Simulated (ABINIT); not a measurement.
# A GW chain in ABINIT: AgCl (Fm-3m)

How does a plane-wave GW calculation on AgCl (Fm-3m) run from the first input to the gap?

Program: ABINIT 10.8.3. Level of theory: PBE and many-body steps on it, plane waves. Results are calculated unless marked as measured.

### 1. Starting point

Symmetry: Fm-3m, No. 225, cubic system. Conventional cell: a = 5.545 Å, b = 5.545 Å, c = 5.545 Å, α = 90.00°, β = 90.00°, γ = 90.00°. Ag has 6 Cl at 2.77 Å nearest. Nearest to Cl lie 6 Ag at 2.77 Å. Farther neighbours and most contacts between anions are not listed.

The cell and positions are those that the Materials Project relaxed with its own functionals (PBE, PBE+U or r2SCAN), kept fixed.

### 2. Ground state

This step: ABINIT 10.8.3; DFT, PBE, plane waves, norm-conserving pseudopotentials.

The ground-state density comes first.

The input, run.abi:

```
acell 3*1.0 Angstrom
rprim 
  0.000000000000 2.772662996800 2.772662996800
  2.772662996800 0.000000000000 2.772662996800
  2.772662996800 2.772662996800 0.000000000000
ntypat 2
znucl 47 17
natom 2
typat 1 2
xred 
  0.000000000000 0.000000000000 0.000000000000
  0.500000000000 0.500000000000 0.500000000000
pp_dirpath "pseudos"
pseudos "Ag.upf, Cl.upf"
ecut 37
ngkpt 6 6 6
nshiftk 1
shiftk 0 0 0
kptopt 1
chksymbreak 0
nband 18
occopt 1
tolvrs 1e-10
nstep 60
prtwf 0
optforces 0
optstress 0
indata_prefix "in"
outdata_prefix "out"
tmpdata_prefix "tmp"
```

Run with:

```sh
$ OMP_NUM_THREADS=1 mpirun -n 4 abinit run.abi > log
```

Numbers of over 12 decimals in the logs are rounded to 6 here.

The log of the run:

```text
.Version 10.8.3 of ABINIT. v10.8.2 released Aug 2026.

 Symmetries : space group Fm -3 m (#225); Bravais cF (face-center cubic)
================================================================================
 Values of the parameters that define the memory need of the present run
     intxc =       0    ionmov =       0      iscf =       7    lmnmax =       6
     lnmax =       6     mgfft =      45  mpssoang =       3    mqgrid =    3001
     natom =       2  nloc_mem =       1    nspden =       1   nspinor =       1
    nsppol =       1      nsym =      48    n1xccc =    2501    ntypat =       2
    occopt =       1   xclevel =       2
-    mband =          18        mffmem =           1         mkmem =           4
       mpw =        3104          nfft =       91125          nkpt =          16
================================================================================
  Rough estimation (10% accuracy) of disk space for files :
================================================================================

--------------------------------------------------------------------------------
------------- Echo of variables that govern the present computation ------------
--------------------------------------------------------------------------------
 -outvars: echo values of preprocessed input variables --------
            acell      1.8897261259E+00  1.8897261259E+00  1.8897261259E+00 Bohr

      chksymbreak           0
             ecut      3.70000000E+01 Hartree
-          fftalg         312

              ixc     -101130
              kpt      0.00000000E+00  0.00000000E+00  0.00000000E+00
                       1.66666667E-01  0.00000000E+00  0.00000000E+00
                       3.33333333E-01  0.00000000E+00  0.00000000E+00
                       5.00000000E-01  0.00000000E+00  0.00000000E+00
                       1.66666667E-01  1.66666667E-01  0.00000000E+00
                       3.33333333E-01  1.66666667E-01  0.00000000E+00
                       5.00000000E-01  1.66666667E-01  0.00000000E+00
                      -3.33333333E-01  1.66666667E-01  0.00000000E+00
                      -1.66666667E-01  1.66666667E-01  0.00000000E+00
   [... 5 further rows ...]
                      -3.33333333E-01  3.33333333E-01  1.66666667E-01
                      -3.33333333E-01  5.00000000E-01  1.66666667E-01
         kptrlatt        6    0    0      0    6    0      0    0    6
          kptrlen      4.44592572E+01
P           mkmem           4
            natom           2
            nband          18
            ngfft          45      45      45
             nkpt          16
            nstep          60
             nsym          48
           ntypat           2
              occ      2.000000  2.000000  2.000000  2.000000  2.000000  2.000000
                       2.000000  2.000000  2.000000  2.000000  2.000000  2.000000
                       2.000000  0.000000  0.000000  0.000000  0.000000  0.000000
        optforces           0
        optstress           0
            prtwf           0
            rprim      0.0000000000E+00  2.7726629968E+00  2.7726629968E+00
[...]
spgroup         225

           tolvrs      1.00000000E-10

             xred      0.0000000000E+00  0.0000000000E+00  0.0000000000E+00
[...]
znucl       47.00000   17.00000

================================================================================

 chkinp: Checking input parameters for consistency.

================================================================================
== DATASET  1 ==================================================================
-   mpi_nproc: 4, omp_nthreads: 1 (-1 if OMP is not activated)

--- !DatasetInfo
iteration_state: {dtset: 1, }
dimensions: {natom: 2, nkpt: 16, mband: 18, nsppol: 1, nspinor: 1, nspden: 1, mpw: 3104, }
cutoff_energies: {ecut:  37.0, pawecutdg:  -1.0, }
electrons: {nelect:   2.60000000E+01, charge:   0.00000000E+00, occopt:   1.00000000E+00, tsmear:   1.00000000E-02, }

 Real(R)+Recip(G) space primitive vectors, cartesian coordinates (Bohr,Bohr^-1):
 R(1)=  0.0000000  5.2395737  5.2395737  G(1)= -0.0954276  0.0954276  0.0954276
 R(2)=  5.2395737  0.0000000  5.2395737  G(2)=  0.0954276 -0.0954276  0.0954276
 R(3)=  5.2395737  5.2395737  0.0000000  G(3)=  0.0954276  0.0954276 -0.0954276
 Unit cell volume ucvol=  2.8768542E+02 bohr^3
 Angles (23,13,12)=  6.00000000E+01  6.00000000E+01  6.00000000E+01 degrees

 getcut: wavevector=  0.0000  0.0000  0.0000  ngfft=  45  45  45
         ecut(hartree)=     37.000   => boxcut(ratio)=   2.16858

--- Pseudopotential description ------------------------------------------------
- Ag Generated using ONCVPSP code by D. R. Hamann
- 47.00000  19.00000  171031                  znucl, zion, pspdat
12 -101130 2 -1 1538                          pspcod,pspxc,lmax,lloc,mmax
     nproj     2     2     2
  pspatm : epsatm=   27.55768671
         --- l  ekb(1:nproj) -->
[...]
pspatm: atomic psp has been read  and splines computed

- Cl Generated using ONCVPSP code by D. R. Hamann
- 17.00000   7.00000  171031                  znucl, zion, pspdat
12 -101130 2 -1 1028                          pspcod,pspxc,lmax,lloc,mmax
     nproj     2     2     2
  pspatm : epsatm=    9.12776517
         --- l  ekb(1:nproj) -->
[...]
2   -2.938609   -0.805455
 pspatm: atomic psp has been read  and splines computed

   9.53821749E+02                                ecore*ucvol(ha*bohr**3)
--------------------------------------------------------------------------------

_setup2: Arith. and geom. avg. npw (full set) are    3089.792    3089.776

================================================================================

--- !BeginCycle
iteration_state: {dtset: 1, }
solver: {iscf: 7, nstep: 60, nline: 4, wfoptalg: 0, }
tolerances: {tolvrs: 1.00E-10, }

     iter   Etot(hartree)      deltaE(h)  residm     vres2
 ETOT  1  -171.28489473566    -1.713E+02 1.760E-01 1.135E+02
 ETOT  2  -171.44520571219    -1.603E-01 1.171E-02 2.662E+01
 ETOT  3  -171.44802249563    -2.817E-03 5.824E-03 3.688E-01
 ETOT  4  -171.44802389131    -1.396E-06 7.670E-04 9.835E-02
 ETOT  5  -171.44802925179    -5.360E-06 3.690E-04 6.813E-02
 ETOT  6  -171.44804014168    -1.089E-05 3.383E-05 1.133E-04
 ETOT  7  -171.44804015137    -9.692E-09 3.562E-05 3.729E-06
 ETOT  8  -171.44804015175    -3.825E-10 3.792E-06 3.670E-08
 ETOT  9  -171.44804015178    -2.356E-11 4.137E-06 2.096E-10
 ETOT 10  -171.44804015177     7.873E-12 1.681E-06 1.069E-12

 At SCF step   10       vres2   =  1.07E-12 < tolvrs=  1.00E-10 =>converged.

--- !ResultsGS
iteration_state: {dtset: 1, }
comment   : Summary of ground state results
lattice_vectors:
- [  0.0000000,   5.2395737,   5.2395737, ]
- [  5.2395737,   0.0000000,   5.2395737, ]
- [  5.2395737,   5.2395737,   0.0000000, ]
lattice_lengths: [   7.40988,    7.40988,    7.40988, ]
lattice_angles: [ 60.000,  60.000,  60.000, ] # degrees, (23, 13, 12)
lattice_volume:   2.8768542E+02
convergence: {deltae:  7.873E-12, res2:  1.069E-12, residm:  1.681E-06, diffor:  0.000E+00, }
etotal    :  -1.71448040E+02
entropy   :   0.00000000E+00
fermie    :   1.71925627E-01
cartesian_stress_tensor: null
pressure_GPa: null
xred      :
- [  0.0000E+00,   0.0000E+00,   0.0000E+00, Ag]
- [  5.0000E-01,   5.0000E-01,   5.0000E-01, Cl]
cartesian_forces: null
force_length_stats: {min: null, max: null, mean: null, }

 Integrated electronic density in atomic spheres:
 ------------------------------------------------
 Atom  Sphere_radius  Integrated_density
    1        2.00000         16.40304711
    2        2.00000          5.03358884
================================================================================

 ----iterations are completed or convergence reached----

 Mean square residual over all n,k,spin=   10.909E-09; max=  16.809E-07
 reduced coordinates (array xred) for    2 atoms
       0.000000000000      0.000000000000      0.000000000000
       0.500000000000      0.500000000000      0.500000000000
 rms dE/dt=  0.0000E+00; max dE/dt=  0.0000E+00; dE/dt below (all hartree)
    1       0.000000000000      0.000000000000      0.000000000000
    2       0.000000000000      0.000000000000      0.000000000000

 cartesian coordinates (angstrom) at end:
    1      0.000000     0.000000     0.000000
    2      2.772663     2.772663     2.772663
 length scales=  1.889726125908  1.889726125908  1.889726125908 bohr
              =  1.000000000000  1.000000000000  1.000000000000 angstroms
 prteigrs : about to open file out_EIG
 Fermi (or HOMO) energy (hartree) =   0.17193   Average Vxc (hartree)=  -0.37624
 Eigenvalues (hartree) for nkpt=  16  k points:
 kpt#   1, nband= 18, wtk=  0.00463, kpt=  0.0000  0.0000  0.0000 (reduced coord)
  -3.12642   -1.78604   -1.78604   -1.78604   -0.38473    0.08215    0.08215    0.08215
   0.08367    0.08367    0.08678    0.08678    0.08678    0.20547    0.56516    0.56516
   0.56516    0.62865
 prteigrs : prtvol=0 or 1, do not print more k-points.

--- !EnergyTerms
iteration_state     : {dtset: 1, }
comment             : Components of total free energy in Hartree
kinetic             :  5.89318345716397E+01
hartree             :  5.04674566898750E+01
xc                  : -2.76713295187085E+01
Ewald energy        : -1.03522849404332E+02
psp_core            :  3.31550253105318E+00
local_psp           : -1.53162476724310E+02
non_local_psp       :  1.93821703015187E-01
total_energy        : -1.71448040151768E+02
total_energy_eV     : -4.66533884168622E+03
band_energy         : -1.64592227359206E+01

== END DATASET(S) ==============================================================
================================================================================

 -outvars: echo values of variables after computation  --------
           etotal     -1.7144804015E+02
            nband          18
             nkpt          16
          spgroup         225
 [... the other variables as echoed above ...]

 Calculation completed.
```

The job ended after 13 s (4 MPI ranks of Arm Neoverse V1, shared host; peak memory 0.32 GiB; 51 s of CPU time).

Numbers from this step:

```yaml
total_energy: -4665.3388 eV
gap: 0.9127 eV
k_of_the_valence_top: 0.5, 0, 0
k_of_the_conduction_bottom: 0, 0, 0
least_direct_gap: 3.230 eV
```

The gap is indirect, with the least direct gap 2.32 eV higher.

### 3. Bands along the symmetry lines

The cheap functional maps the bands first; the places of the edges decide which points the dearer methods must see.

The input, run.abi:

```
acell 3*1.0 Angstrom
rprim 
  0.000000000000 2.772662996800 2.772662996800
  2.772662996800 0.000000000000 2.772662996800
  2.772662996800 2.772662996800 0.000000000000
ntypat 2
znucl 47 17
natom 2
typat 1 2
xred 
  0.000000000000 0.000000000000 0.000000000000
  0.500000000000 0.500000000000 0.500000000000
pp_dirpath "pseudos"
pseudos "Ag.upf, Cl.upf"
ecut 37
iscf -2
irdden 1
kptopt 0
nkpt 50
kpt 
  0.00000000 0.00000000 0.00000000
  0.06250000 0.00000000 0.06250000
  0.12500000 0.00000000 0.12500000
  0.18750000 0.00000000 0.18750000
  0.25000000 0.00000000 0.25000000
  0.31250000 0.00000000 0.31250000
  0.37500000 0.00000000 0.37500000
  0.43750000 0.00000000 0.43750000
  0.50000000 0.00000000 0.50000000
  0.51562500 0.03125000 0.51562500
  0.53125000 0.06250000 0.53125000
  0.54687500 0.09375000 0.54687500
  0.56250000 0.12500000 0.56250000
  0.57812500 0.15625000 0.57812500
  0.59375000 0.18750000 0.59375000
  0.60937500 0.21875000 0.60937500
  0.62500000 0.25000000 0.62500000
  0.37500000 0.37500000 0.75000000
  0.32812500 0.32812500 0.65625000
  0.28125000 0.28125000 0.56250000
  0.23437500 0.23437500 0.46875000
  0.18750000 0.18750000 0.37500000
  0.14062500 0.14062500 0.28125000
  0.09375000 0.09375000 0.18750000
  0.04687500 0.04687500 0.09375000
  0.00000000 0.00000000 0.00000000
  0.06250000 0.06250000 0.06250000
  0.12500000 0.12500000 0.12500000
  0.18750000 0.18750000 0.18750000
  0.25000000 0.25000000 0.25000000
  0.31250000 0.31250000 0.31250000
  0.37500000 0.37500000 0.37500000
  0.43750000 0.43750000 0.43750000
  0.50000000 0.50000000 0.50000000
  0.50000000 0.46875000 0.53125000
  0.50000000 0.43750000 0.56250000
  0.50000000 0.40625000 0.59375000
  0.50000000 0.37500000 0.62500000
  0.50000000 0.34375000 0.65625000
  0.50000000 0.31250000 0.68750000
  0.50000000 0.28125000 0.71875000
  0.50000000 0.25000000 0.75000000
  0.50000000 0.21875000 0.71875000
  0.50000000 0.18750000 0.68750000
  0.50000000 0.15625000 0.65625000
  0.50000000 0.12500000 0.62500000
  0.50000000 0.09375000 0.59375000
  0.50000000 0.06250000 0.56250000
  0.50000000 0.03125000 0.53125000
  0.50000000 0.00000000 0.50000000
istwfk *1
nband 20
nbdbuf 2
tolwfr 1e-08
nstep 40
prtwf 0
prtvol 0
indata_prefix "in"
outdata_prefix "out"
tmpdata_prefix "tmp"
```

The log of the run:

```text
.Version 10.8.3 of ABINIT. v10.8.2 released Aug 2026.

 Symmetries : space group Fm -3 m (#225); Bravais cF (face-center cubic)
[... echo of the input left out ...]
== DATASET  1 ==================================================================
-   mpi_nproc: 4, omp_nthreads: 1 (-1 if OMP is not activated)

--- !DatasetInfo
iteration_state: {dtset: 1, }
dimensions: {natom: 2, nkpt: 50, mband: 20, nsppol: 1, nspinor: 1, nspden: 1, mpw: 3119, }
cutoff_energies: {ecut:  37.0, pawecutdg:  -1.0, }
electrons: {nelect:   2.60000000E+01, charge:   0.00000000E+00, occopt:   1.00000000E+00, tsmear:   1.00000000E-02, }

 Real(R)+Recip(G) space primitive vectors, cartesian coordinates (Bohr,Bohr^-1):
 R(1)=  0.0000000  5.2395737  5.2395737  G(1)= -0.0954276  0.0954276  0.0954276
 R(2)=  5.2395737  0.0000000  5.2395737  G(2)=  0.0954276 -0.0954276  0.0954276
 R(3)=  5.2395737  5.2395737  0.0000000  G(3)=  0.0954276  0.0954276 -0.0954276
 Unit cell volume ucvol=  2.8768542E+02 bohr^3
 Angles (23,13,12)=  6.00000000E+01  6.00000000E+01  6.00000000E+01 degrees

 getcut: wavevector=  0.0000  0.0000  0.0000  ngfft=  45  45  45
         ecut(hartree)=     37.000   => boxcut(ratio)=   2.16858

--- Pseudopotential description ------------------------------------------------
- Ag Generated using ONCVPSP code by D. R. Hamann
- 47.00000  19.00000  171031                  znucl, zion, pspdat
12 -101130 2 -1 1538                          pspcod,pspxc,lmax,lloc,mmax
     nproj     2     2     2
  pspatm : epsatm=   27.55768671
         --- l  ekb(1:nproj) -->
             0    9.557566   -0.414742
             1    3.443234   -0.133519
             2   -1.597169   -0.391124
 pspatm: atomic psp has been read  and splines computed

- Cl Generated using ONCVPSP code by D. R. Hamann
- 17.00000   7.00000  171031                  znucl, zion, pspdat
12 -101130 2 -1 1028                          pspcod,pspxc,lmax,lloc,mmax
     nproj     2     2     2
  pspatm : epsatm=    9.12776517
         --- l  ekb(1:nproj) -->
[...]
pspatm: atomic psp has been read  and splines computed

--------------------------------------------------------------------------------

================================================================================
 prteigrs : about to open file out_EIG
 Non-SCF case, kpt    1 (  0.00000  0.00000  0.00000), residuals and eigenvalues=
  6.57E-09  2.03E-09  3.48E-09  6.50E-09  6.35E-09  3.06E-09  3.91E-09  7.55E-09
  4.33E-09  8.11E-09  1.65E-09  5.04E-09  7.53E-09  4.44E-09  3.97E-09  3.01E-09
  7.46E-09  3.77E-09  5.17E-06  9.68E-07
 -3.1264E+00 -1.7860E+00 -1.7860E+00 -1.7860E+00 -3.8473E-01  8.2146E-02
  8.2146E-02  8.2146E-02  8.3674E-02  8.3674E-02  8.6783E-02  8.6783E-02
  8.6783E-02  2.0547E-01  5.6516E-01  5.6516E-01  5.6516E-01  6.2865E-01
  6.6229E-01  6.6229E-01
 Non-SCF case, kpt    2 (  0.06250  0.00000  0.06250), residuals and eigenvalues=
[...]
6.4766E-01  6.7249E-01
 Non-SCF case, kpt    3 (  0.12500  0.00000  0.12500), residuals and eigenvalues=
[...]
8.27E-09  5.39E-09  2.35E-04  8.07E-04
[...]
6.7381E-01  6.9209E-01
[...]
Non-SCF case, kpt   49 (  0.50000  0.03125  0.53125), residuals and eigenvalues=
[...]
7.1038E-01  7.1173E-01
 Non-SCF case, kpt   50 (  0.50000  0.00000  0.50000), residuals and eigenvalues=
[...]
5.9747E-02  5.9747E-02  7.0236E-02  9.0611E-02  9.9980E-02  9.9980E-02
  1.0314E-01  2.5936E-01  4.6471E-01  4.8961E-01  5.9565E-01  5.9565E-01
  7.1125E-01  7.1507E-01

--- !ResultsGS
iteration_state: {dtset: 1, }
comment   : Summary of ground state results
lattice_vectors:
- [  0.0000000,   5.2395737,   5.2395737, ]
- [  5.2395737,   0.0000000,   5.2395737, ]
- [  5.2395737,   5.2395737,   0.0000000, ]
lattice_lengths: [   7.40988,    7.40988,    7.40988, ]
lattice_angles: [ 60.000,  60.000,  60.000, ] # degrees, (23, 13, 12)
lattice_volume:   2.8768542E+02
convergence: {deltae:  0.000E+00, res2:  0.000E+00, residm:  9.990E-09, diffor:  0.000E+00, }
etotal    :  -1.71448040E+02
entropy   :   0.00000000E+00
fermie    :   1.71925627E-01
cartesian_stress_tensor: null
pressure_GPa: null
xred      :
- [  0.0000E+00,   0.0000E+00,   0.0000E+00, Ag]
- [  5.0000E-01,   5.0000E-01,   5.0000E-01, Cl]
cartesian_forces: null
force_length_stats: {min: null, max: null, mean: null, }

 Integrated electronic density in atomic spheres:
 ------------------------------------------------
 Atom  Sphere_radius  Integrated_density
[...]
================================================================================

 ----iterations are completed or convergence reached----

 Mean square residual over all n,k,spin=   50.010E-10; max=  99.896E-10
 reduced coordinates (array xred) for    2 atoms
       0.000000000000      0.000000000000      0.000000000000
       0.500000000000      0.500000000000      0.500000000000

 cartesian coordinates (angstrom) at end:
[...]
length scales=  1.889726125908  1.889726125908  1.889726125908 bohr
              =  1.000000000000  1.000000000000  1.000000000000 angstroms
 prteigrs : about to open file out_EIG
 Eigenvalues (hartree) for nkpt=  50  k points:
 kpt#   1, nband= 20, wtk=  1.00000, kpt=  0.0000  0.0000  0.0000 (reduced coord)
[...]
kpt#   2, nband= 20, wtk=  1.00000, kpt=  0.0625  0.0000  0.0625 (reduced coord)
[...]
kpt#   3, nband= 20, wtk=  1.00000, kpt=  0.1250  0.0000  0.1250 (reduced coord)
[...]
kpt#  49, nband= 20, wtk=  1.00000, kpt=  0.5000  0.0313  0.5313 (reduced coord)
[...]
0.58977    0.59740    0.71038    0.71173
 kpt#  50, nband= 20, wtk=  1.00000, kpt=  0.5000  0.0000  0.5000 (reduced coord)
  -3.12640   -1.78614   -1.78608   -1.78608   -0.36794    0.01324    0.05975    0.05975
   0.07024    0.09061    0.09998    0.09998    0.10314    0.25936    0.46471    0.48961
   0.59565    0.59565    0.71125    0.71507

== END DATASET(S) ==============================================================
================================================================================

 -outvars: echo values of variables after computation  --------
            nband          20
             nkpt          50
          spgroup         225
 [... the other variables as echoed above ...]

 Calculation completed.
```

Elapsed: 18 s, on 4 MPI ranks; peak memory 0.3 GiB.

This step gave:

```
gap                        : 0.9127 eV
k of the valence top       : 0.5, 0.5, 0.5
k of the conduction bottom : 0, 0, 0
least direct gap           : 2.992 eV
```

The gap is 0.913 eV, as in the run before at this level.

The electronic bands at the labelled points (eV, zero at the top of the highest filled band):

| point | band 10 | band 11 | band 12 | band 13 | band 14 | band 15 | band 16 | band 17 |
| --- | --- | --- | --- | --- | --- | --- | --- | --- |
| Γ | -2.40 | -2.32 | -2.32 | -2.32 | 0.91 | 10.70 | 10.70 | 10.70 |
| halfway | -2.31 | -1.76 | -1.76 | -1.33 | 3.43 | 7.38 | 8.73 | 10.12 |
| X | -2.21 | -1.96 | -1.96 | -1.87 | 2.38 | 7.97 | 8.64 | 11.53 |
| halfway | -1.97 | -1.93 | -1.77 | -1.77 | 2.74 | 7.82 | 8.48 | 10.91 |
| U | -2.02 | -1.84 | -1.65 | -1.05 | 3.61 | 7.24 | 8.12 | 9.76 |
| jump to K | -2.02 | -1.84 | -1.65 | -1.05 | 3.61 | 7.24 | 8.12 | 9.76 |
| halfway | -2.15 | -1.71 | -1.71 | -0.24 | 3.77 | 7.32 | 8.06 | 8.75 |
| Γ | -2.40 | -2.32 | -2.32 | -2.32 | 0.91 | 10.70 | 10.70 | 10.70 |
| halfway | -2.26 | -2.00 | -0.80 | -0.80 | 2.94 | 7.79 | 9.13 | 9.13 |
| L | -2.08 | -1.76 | 0.00 | 0.00 | 4.24 | 6.54 | 7.62 | 7.62 |
| halfway | -2.07 | -1.83 | -0.99 | -0.48 | 4.97 | 5.67 | 8.07 | 8.48 |
| W | -1.99 | -1.96 | -1.96 | -1.18 | 4.19 | 7.87 | 7.87 | 7.99 |
| halfway | -1.97 | -1.96 | -1.94 | -1.47 | 3.10 | 7.81 | 8.34 | 9.74 |
| X | -2.21 | -1.96 | -1.96 | -1.87 | 2.38 | 7.97 | 8.64 | 11.53 |

[end of part 1 of 2]

[Paths, hosts, dates, memory and timing lines, banners, echoed tables and standing remarks are left out of the program output.]

[Logs are printed without paths, hosts, clocks, repeated set-up lines and the standing remarks that a program may print on its own settings, such as how far it seeks lower states.]

[Runs of the session that timed out or met a known fault of the program may be left out.]

[Hosts, paths, dates, database ids (printed as entryN), source tags and the programs' standing remarks are cut or masked in the printed files.]

[G0W0 gaps are taken among the corrected bands and points alone; a level outside them can change the order at an edge.]

[Where Ansatz stands beside ABINIT at settings called matched, ABINIT's density can come from a denser mesh and the files from another edition; pairs whose starting gaps differed by over 0.03 eV were left out, so agreement reads better than it is.]
